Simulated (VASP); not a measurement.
# Sb2Se3 (P2_1/m) in VASP: phonons with PBE

Aim: the phonons of Sb2Se3 with PBE.

Program: VASP 6.6.1. These are calculated values, not measurements. Logs are shortened: lines on timing, memory, paths and dates and some standing lists are left out, and cuts for length are marked.

### Step 1. The structure

Symmetry: P2_1/m, No. 11, monoclinic system. The conventional cell has a = 7.464 Å, b = 4.063 Å, c = 10.259 Å, α = 90.00°, β = 91.44°, γ = 90.00°. Sb (site symmetry m) has 5 Se at 2.74 to 3.09 Å as nearest neighbours. Sb (site symmetry m) has 6 Se at 2.80 to 3.02 Å as nearest neighbours. Se (site symmetry m) is surrounded by 5 Sb at 2.74 to 3.09 Å. Around Se (site symmetry m) lie 4 Sb at 2.79 to 3.20 Å. Se (site symmetry m) is surrounded by 3 Sb at 2.80 Å.

The cell was built by a generator and needn't be a form met in nature.

### Step 2. Phonons, PBE

Contents of POSCAR:

```
Sb2Se3
1.0
    7.4636740000      0.0000000000      0.0000000000
    0.0000000000      4.0626600000      0.0000000000
   -0.2575660000      0.0000000000     10.2557960000
Sb Se
4 6
Direct
    0.2446270000      0.7500000000      0.4808570000
    0.0848400000      0.2500000000      0.1507160000
    0.7553730000      0.2500000000      0.5191430000
    0.9151600000      0.7500000000      0.8492840000
    0.9325090000      0.7500000000      0.3352370000
    0.4014450000      0.2500000000      0.3362840000
    0.2334220000      0.7500000000      0.9996540000
    0.0674910000      0.2500000000      0.6647630000
    0.5985550000      0.7500000000      0.6637160000
    0.7665780000      0.2500000000      0.0003460000
```

Contents of INCAR.step1:

```
PREC = Accurate
ENCUT = 520
EDIFF = 1E-8
ISMEAR = 0
SIGMA = 0.1
LREAL = False
LASPH = True
NELM = 80
ALGO = Normal
ISIF = 3
LWAVE = False
LCHARG = False
GGA = PE
KPAR = 8
IBRION = 2
NSW = 40
EDIFFG = -0.002
```

Contents of INCAR.step2:

```
PREC = Accurate
ENCUT = 520
EDIFF = 1E-8
ISMEAR = 0
SIGMA = 0.1
LREAL = False
LASPH = True
NELM = 80
ALGO = Normal
ISIF = 2
LWAVE = False
LCHARG = False
GGA = PE
KPAR = 8
IBRION = 6
NFREE = 2
POTIM = 0.015
NSW = 1
```

Contents of KPOINTS:

```
Automatic mesh
0
Gamma
  4 6 4
```

Potentials or basis: VASP PAW PBE potentials, release 64 (Sb, Se).

On the command line:

```bash
$ cat potpaw_PBE.64/Sb/POTCAR potpaw_PBE.64/Se/POTCAR > POTCAR
$ cp INCAR.step1 INCAR
$ mpirun -np 8 vasp_std > vasp.out
$ cp CONTCAR POSCAR
$ cp INCAR.step2 INCAR
$ mpirun -np 8 vasp_std > vasp.out
```

OUTCAR:

```text
PREC = Accurate
   ENCUT = 520
   EDIFF = 1E-8
   ISMEAR = 0
   LREAL = False
   LASPH = True
   NELM = 80
   ISIF = 2
   GGA = PE
   IBRION = 6
   NFREE = 2
   POTIM = 0.015
   NSW = 1

 ion  position               nearest neighbor table
   1  0.245  0.750  0.481-   5 2.74   6 2.79   6 2.79   8 3.09   8 3.09   9 3.19
   2  0.085  0.250  0.151-  10 2.80   7 2.80   7 2.80   6 3.00   5 3.01   5 3.01
   3  0.755  0.250  0.519-   8 2.74   9 2.79   9 2.79   5 3.09   5 3.09   6 3.19
   4  0.915  0.750  0.849-   7 2.80  10 2.80  10 2.80   9 3.00   8 3.01   8 3.01
   5  0.933  0.750  0.335-   1 2.74   2 3.01   2 3.01   3 3.09   3 3.09
   6  0.403  0.250  0.336-   1 2.79   1 2.79   2 3.00   3 3.19
   7  0.233  0.750  0.998-   4 2.80   2 2.80   2 2.80
   8  0.067  0.250  0.665-   3 2.74   4 3.01   4 3.01   1 3.09   1 3.09
   9  0.597  0.750  0.664-   3 2.79   3 2.79   4 3.00   1 3.19
  10  0.767  0.250  0.002-   2 2.80   4 2.80   4 2.80

  LATTYP: Found a simple monoclinic cell.
 ALAT       =     7.4547034858
 B/A-ratio  =     0.5445439831
 C/A-ratio  =     1.3747368683
 COS(beta)  =    -0.0214970476

  Lattice vectors:

 A1 = (   7.4546913681,   0.0000000000,   0.0134412163)
 A2 = (   0.0000000000,   4.0594139290,   0.0000000000)
 A3 = (  -0.2387807486,   0.0000000000,  10.2454735926)

Analysis of symmetry for initial positions (statically):
=====================================================================
 Subroutine PRICEL returns:
 Original cell was already a primitive cell.

 Routine SETGRP: Setting up the symmetry group for a
 simple monoclinic supercell.

 Subroutine GETGRP returns: Found  4 space group operations
 (whereof  2 operations were pure point group operations)
 out of a pool of  4 trial point group operations.

The static configuration has the point symmetry S_2 .
 The point group associated with its full space group is C_2h.

Analysis of symmetry for dynamics (positions and initial velocities):
=====================================================================
 Subroutine PRICEL returns:
 Original cell was already a primitive cell.

 Routine SETGRP: Setting up the symmetry group for a
 simple monoclinic supercell.

 Subroutine GETGRP returns: Found  4 space group operations
 (whereof  2 operations were pure point group operations)
 out of a pool of  4 trial point group operations.

The dynamic configuration has the point symmetry S_2 .
 The point group associated with its full space group is C_2h.

 Subroutine INISYM returns: Found  4 space group operations
 (whereof  2 operations are pure point group operations),
 and found     1 'primitive' translations

----------------------------------------------------------------------------------------

                                     Primitive cell

  volume of cell :     310.0583

  direct lattice vectors                    reciprocal lattice vectors
     7.454691368  0.000000000  0.013441216     0.134138079  0.000000000  0.003126219
     0.000000000  4.059413929  0.000000000     0.000000000  0.246340979  0.000000000
    -0.238780749  0.000000000 10.245473593    -0.000175978  0.000000000  0.097599976

  length of vectors
     7.454703486  4.059413929 10.248255724     0.134174504  0.246340979  0.097600135

  position of ions in fractional coordinates (direct lattice)
     0.245014188  0.750000000  0.480904578
     0.085186886  0.250000000  0.150633197
     0.754985812  0.250000000  0.519095422
     0.914813114  0.750000000  0.849366803
     0.932703253  0.750000000  0.335110754
     0.402724049  0.250000000  0.335986739
     0.233369668  0.750000000  0.998306719
     0.067296747  0.250000000  0.664889246
     0.597275951  0.750000000  0.664013261
     0.766630332  0.250000000  0.001693281

  ion indices of the primitive-cell ions
   primitive index   ion index
                 1           1
                 2           2
                 3           3
                 4           4
                 5           5
                 6           6
[... 57 lines left out ...]
 [... further k-points ...]
   k-points           NKPTS =     40   k-points in BZ     NKDIM =     40   number of bands    NBANDS=     34
   number of dos      NEDOS =    301   number of ions     NIONS =     10
   total plane-waves  NPLWV = 134400
   dimension x,y,z NGX =    56 NGY =   30 NGZ =   80
   dimension x,y,z NGXF=   112 NGYF=   60 NGZF=  160
   ions per type =               4   6
   NGX,Y,Z   is equivalent  to a cutoff of  12.49, 12.29, 12.98 a.u.
   NGXF,Y,Z  is equivalent  to a cutoff of  24.98, 24.57, 25.96 a.u.
 SYSTEM =  unknown system
   PREC   = accura    normal or accurate (medium, high low for compatibility)
   ISTART =      0    job   : 0-new  1-cont  2-samecut
   ICHARG =      2    charge: 1-file 2-atom 10-const
   ISPIN  =      1    spin polarized calculation?
   LNONCOLLINEAR =      F non collinear calculations
   LSORBIT =      F    spin-orbit coupling
   LASPH  =      T    aspherical Exc in radial PAW
   ENCUT  =  520.0 eV  38.22 Ry    6.18 a.u.  13.86  7.55 19.05*2*pi/ulx,y,z
   NELM   =     80;   NELMIN=  2; NELMDL=  0     # of ELM steps
   EDIFF  = 0.1E-07   stopping-criterion for ELM
   LREAL  =      F    real-space projection
   EDIFFG = 0.1E-06   stopping-criterion for IOM
   NSW    =    157    number of steps for IOM
   IBRION =      6    ionic relax: 0-MD 1-quasi-New 2-CG
   NFREE  =      2    steps in history (QN), initial steepest desc. (CG)
   ISIF   =      2    stress and relaxation
   ISYM   =      2    0-nonsym 1-usesym 2-fastsym
   POTIM  = 0.0150    time-step for ionic-motion
   TEBEG  =    0.0;   TEEND  =   0.0 temperature during run
   PSTRESS=    0.0 pullay stress
   NELECT =      56.0000    total number of electrons
   NUPDOWN=      -1.0000    fix difference up-down
   EMIN   =  10.00;   EMAX   =-10.00  energy-range for DOS
   EFERMI =   0.00;   METHOD = LEGACY
   ISMEAR =     0;   SIGMA  =   0.10  broadening in eV -4-tet -1-fermi 0-gaus
   EFERMI_NEDOS =   21; number of points for ismear=-14 and -15
   IALGO  =     38    algorithm
   IMIX   =      4    mixing-type and parameters
     AMIX     =   0.40;   BMIX     =  1.00
     AMIX_MAG =   1.60;   BMIX_MAG =  1.00
  volume/ion in A,a.u.               =      31.01       209.24
  Fermi-wavevector in a.u.,A,eV,Ry     =   0.925386  1.748727 11.651211  0.856340
  Thomas-Fermi vector in A             =   2.051235
   LORBIT       =      0    0 simple, 1 ext, 2 COOP (PROOUT), +10 PAW based schemes
   GGA     = PE    functional components
   LHFCALC =     F    Hartree Fock is set to
   AEXX    =    0.0000 exact exchange contribution
   IVDW    =     0    specifies the selected vdW correction
   LEPSILON=     F    determine dielectric tensor
   LRPA    =     F    only Hartree local field effects (RPA)
 finite differences with symmetry
 non-spin polarized calculation
 Gauss-broadening in eV      SIGMA  =   0.10
  energy-cutoff  :      520.00
  volume of cell :      310.06
 maximum number of plane-waves:      8382
   NGX = 27   NGY = 15   NGZ = 39

--------------------------------------- Ionic step        1  -------------------------------------------

 number of electron      55.9999996 magnetization

 Free energy of the ion-electron system (eV)
  ---------------------------------------------------
  ext. energy  EPLUGINS =         0.00000000
  ---------------------------------------------------
  free energy    TOTEN  =       -40.27081317 eV

  energy without entropy =      -40.27081254  energy(sigma->0) =      -40.27081286

------------------------ aborting loop because EDIFF is reached ----------------------------------------

  FORCE on cell =-STRESS in cart. coord.  units (eV):
  Direction    XX          YY          ZZ          XY          YZ          ZX
  --------------------------------------------------------------------------------------
  -------------------------------------------------------------------------------------
  Total        0.0027823      0.0001557      0.0055381      0.0000000      0.0000000     -0.0026281
  in kB        0.0143769      0.0008044      0.0286172      0.0000000      0.0000000     -0.0135804
  external PRESSURE =       0.0145995 kB  Pullay stress =       0.0000000 kB
[... 113 lines left out ...]
  FREE ENERGIE OF THE ION-ELECTRON SYSTEM (eV)
  ---------------------------------------------------
  free  energy   TOTEN  =       -40.2701718125 eV

  energy  without entropy=      -40.2701711207  energy(sigma->0) =      -40.27017147

[... ionic steps 4 to 28 ...]

--------------------------------------- Ionic step       29  -------------------------------------------

 number of electron      55.9999995 magnetization

------------------------ aborting loop because EDIFF is reached ----------------------------------------
[... 83 lines left out ...]
--------------------------------------- Ionic step       31  -------------------------------------------

 number of electron      55.9999995 magnetization

 Free energy of the ion-electron system (eV)
  ---------------------------------------------------
  ext. energy  EPLUGINS =         0.00000000
  ---------------------------------------------------
  free energy    TOTEN  =       -40.27037971 eV

  energy without entropy =      -40.27037911  energy(sigma->0) =      -40.27037941

 E-fermi :   3.7502     XC(G=0):  -8.6102

 val. band max:        3.4625220028   @ k =   0.0000   0.0000   0.2500
 cond. band min:       4.0311154376   @ k =   0.0000   0.0000   0.5000
 fundamental gap:      0.5685934348
 Fermi energy:         3.7501830678

 k-point     1 :       0.0000    0.0000    0.0000
  band No.  band energies     occupation
      1     -10.4246      2.00000
      2      -9.7579      2.00000
      3      -9.5155      2.00000
      4      -9.0331      2.00000
      5      -8.9431      2.00000
      6      -8.8527      2.00000
[... 877 lines left out ...]
     33       5.9205      0.00000
     34       6.1523      0.00000

 [... further k-points ...]
[... 5 lines left out ...]
  --------------------------------------------------------------------------------------
  -------------------------------------------------------------------------------------
  Total        0.0362691     -0.0936607     -0.0570158      0.0000000      0.0000000      0.1297150
  in kB        0.1874150     -0.4839771     -0.2946201      0.0000000      0.0000000      0.6702817
  external PRESSURE =      -0.1970608 kB  Pullay stress =       0.0000000 kB
[... 25 lines left out ...]
  FREE ENERGIE OF THE ION-ELECTRON SYSTEM (eV)
  ---------------------------------------------------
  free  energy   TOTEN  =       -40.2703797101 eV

  energy  without entropy=      -40.2703791083  energy(sigma->0) =      -40.27037941

 INTERNAL STRAIN TENSORS FROM DISPLACED ATOMS
 ============================================

 INTERNAL STRAIN TENSOR FOR ION    1 for displacements in x,y,z  (eV/Angst):
          X           Y           Z          XY          YZ          ZX
  --------------------------------------------------------------------------------
  x    -4.70126     1.91419    -1.12588     0.00000     0.00000    -4.06774
  y     0.00000     0.00000     0.00000     1.47417    -2.78921     0.00000
  z    -5.20510    -3.60460    -6.97357     0.00000     0.00000    -0.25569
[... 8 lines left out ...]
 INTERNAL STRAIN TENSOR FOR ION   10 for displacements in x,y,z  (eV/Angst):
          X           Y           Z          XY          YZ          ZX
  --------------------------------------------------------------------------------
  x    13.26185     5.10954     6.24344     0.00000     0.00000     1.51990
  y     0.00000     0.00000     0.00000     6.53454    -6.55135     0.00000
  z     2.15951    -6.34787    -4.18612     0.00000     0.00000     8.81993

 Eigenvectors and eigenvalues of the dynamical matrix
   1 f  =    5.858705 THz    36.811329 2PiTHz  195.425361 cm-1    24.229646 meV
   2 f  =    5.681107 THz    35.695450 2PiTHz  189.501341 cm-1    23.495161 meV
   3 f  =    5.587640 THz    35.108179 2PiTHz  186.383617 cm-1    23.108613 meV
   4 f  =    5.428733 THz    34.109733 2PiTHz  181.083026 cm-1    22.451424 meV
   5 f  =    4.601058 THz    28.909301 2PiTHz  153.474778 cm-1    19.028439 meV
   6 f  =    4.466705 THz    28.065134 2PiTHz  148.993236 cm-1    18.472799 meV
[... 19 lines left out ...]
  26 f  =    1.345196 THz     8.452115 2PiTHz   44.870903 cm-1     5.563280 meV
  27 f  =    1.340116 THz     8.420195 2PiTHz   44.701446 cm-1     5.542270 meV
  28 f/i=    0.000787 THz     0.004943 2PiTHz    0.026242 cm-1     0.003254 meV
  29 f/i=    0.001136 THz     0.007138 2PiTHz    0.037896 cm-1     0.004698 meV
  30 f/i=    0.001416 THz     0.008896 2PiTHz    0.047229 cm-1     0.005856 meV

 ELASTIC MODULI CONTR FROM IONIC RELAXATION (kBar)
 Direction    XX          YY          ZZ          XY          YZ          ZX
 --------------------------------------------------------------------------------
 XX        -776.6530   -167.0033   -280.8456      0.0000     -0.0000   -202.9004
 YY        -167.0033   -278.5455   -237.4029     -0.0000      0.0000    248.8085
 ZZ        -280.8456   -237.4029   -303.7552      0.0000     -0.0000    104.7207
 XY           0.0000     -0.0000      0.0000   -266.9683    228.8693      0.0000
 YZ          -0.0000      0.0000     -0.0000    228.8693   -237.1019     -0.0000
 ZX        -202.9004    248.8085    104.7207      0.0000     -0.0000   -448.3387
 --------------------------------------------------------------------------------
```

Wall time 34 min (8 MPI ranks of Intel Xeon 6975P-C (Granite Rapids), shared host); peak memory 0.85 GiB.

Results:

```
Relaxed volume                                          : 31.01 Å³/atom
Relaxed cell                                            : a = 7.455 Å, b = 4.059 Å, c = 10.248 Å, α = 90.00°, β = 91.23°, γ = 90.00°
Space group after relaxing (to 0.05 Å)                  : P2_1/m (No. 11)
Highest phonon frequency at Γ, LO-TO splitting left out : 195 cm⁻¹
```

The path:
```
step  energy change (eV)  largest force (eV/Å)  pressure (GPa)  volume (Å³)
   1              0.0000                0.0116           -0.04       310.98
   2             -0.0001                0.0115            0.01       310.65
   3             -0.0001                0.0114            0.01       310.65
   4             -0.0001                0.0050            0.00       310.66
   5             -0.0001                0.0044            0.00       310.66
   6             -0.0001                0.0039            0.00       310.64
   7             -0.0001                0.0044            0.00       310.61
   8             -0.0001                0.0055            0.01       310.55
   9             -0.0001                0.0049            0.00       310.59
  10             -0.0001                0.0045            0.00       310.58
  11             -0.0001                0.0031            0.00       310.57
  12             -0.0001                0.0031            0.00       310.54
  13             -0.0001                0.0069            0.00       310.49
  14             -0.0001                0.0039            0.00       310.53
  15             -0.0001                0.0037            0.00       310.52
  16             -0.0002                0.0030            0.00       310.48
  17             -0.0002                0.0064            0.00       310.41
  18             -0.0002                0.0052            0.00       310.38
  19             -0.0002                0.0035            0.01       310.32
  20             -0.0002                0.0063            0.01       310.22
  21             -0.0002                0.0062            0.01       310.22
  22             -0.0002                0.0058            0.01       310.20
  23             -0.0002                0.0050            0.00       310.18
  24             -0.0002                0.0047            0.00       310.16
  25             -0.0002                0.0043            0.00       310.16
  26             -0.0002                0.0038            0.00       310.14
  27             -0.0002                0.0060            0.00       310.10
  28             -0.0002                0.0045            0.00       310.11
  29             -0.0002                0.0039            0.00       310.08
  30             -0.0002                0.0038            0.00       310.07
  31             -0.0002                0.0044            0.00       310.04
  32             -0.0002                0.0036            0.00       310.04
  33             -0.0002                0.0023            0.00       310.06
  34             -0.0002                0.0053           -0.01       310.08
  35             -0.0002                0.0029            0.00       310.06
  36             -0.0002                0.0034            0.00       310.03
  37             -0.0002                0.0034            0.00       310.03
  38             -0.0002                0.0026            0.00       310.05
  39             -0.0002                0.0017            0.00       310.06
```

Final structure:
```xyz
10
Lattice="7.4547 0.0000 0.0134 0.0000 4.0594 0.0000 -0.2388 0.0000 10.2455" Properties=species:S:1:pos:R:3 pbc="T T T"
Sb    1.7117    3.0446    4.9304
Sb    0.5991    1.0149    1.5445
Sb    5.5042    1.0149    5.3285
Sb    6.6168    3.0446    8.7145
Se    6.8730    3.0446    3.4459
Se    2.9220    1.0149    3.4478
Se    1.5013    3.0446   10.2313
Se    0.3429    1.0149    6.8130
Se    4.2940    3.0446    6.8112
Se    5.7146    1.0149    0.0277
```

Phonon frequencies in cm⁻¹ (negative: imaginary):
| q point | frequencies |
| --- | --- |
| (0.000, 0.000, 0.000) | 0 0 0 45 45 52 57 57 57 64 66 79 82 84 93 96 115 119 121 126 128 132 133 137 149 153 181 186 190 195 |
